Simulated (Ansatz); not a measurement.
# Al: the cost of one run

Program: Ansatz 0.2.0. Level of theory: DFT PBE, scalar-relativistic, plane waves, PAW. These are calculated values, not measurements.

### 1 The structure to begin with

The structure is trigonal, space group P-3m1 (No. 164). Conventional cell: a = 3.042 Å, b = 3.042 Å, c = 10.329 Å, α = 90.00°, β = 90.00°, γ = 120.00°. Al (site symmetry 3m) has 12 Al at 2.71 to 3.04 Å as nearest neighbours. Al (site symmetry -3m) is surrounded by 12 Al at 2.71 to 3.04 Å.

Structure file:

```xyz
5
Lattice="3.0423 0.0000 0.0000 -1.5211 2.6347 0.0000 0.0000 0.0000 10.3292" Properties=species:S:1:pos:R:3 pbc="T T T"
Al    1.5211    0.8782    8.2633
Al    0.0000    0.0000    0.0000
Al    0.0000    1.7564    2.0658
Al    1.5211    0.8782    4.1317
Al    0.0000    1.7564    6.1975
```

A structure generator made this guess: close-packed layers stacked ABCAC|A (P-3m1, No. 164). The dimensions are guesses.

### 2 The guess as it stands, on a coarse mesh

Input file input.yaml:

```yaml
crystal:
  lattice:
    - [3.0422588, 0.0, 0.0]
    - [-1.5211294, 2.63467341, 0.0]
    - [0.0, 0.0, 10.32915286]
  atoms:
    - { symbol: Al, position: [0.66666667, 0.33333333, 0.8] }
    - { symbol: Al, position: [0.0, 0.0, 0.0] }
    - { symbol: Al, position: [0.33333333, 0.66666667, 0.2] }
    - { symbol: Al, position: [0.66666667, 0.33333333, 0.4] }
    - { symbol: Al, position: [0.33333333, 0.66666667, 0.6] }
basis:
  ecutwfc: 420
kpoints:
  mp_grid: { grid: [6, 6, 2] }
hamiltonian:
  xc: pbe
scf:
  occupations: { method: gaussian, width: 0.1 }
  lower_state_search: "off"
output:
  forces: true
  stress: true
  eigenvalues: true
```

Started as:

```bash
> ansatz run input.yaml --threads 1 --pin off --max-ram 2048MiB --backend cpu --events-out ev --progress --plain --runs-dir out
```

What time and memory should one allow on 1 thread of Arm Neoverse V1, shared host?

About 1.1 s, with a peak of 0.29 GiB.
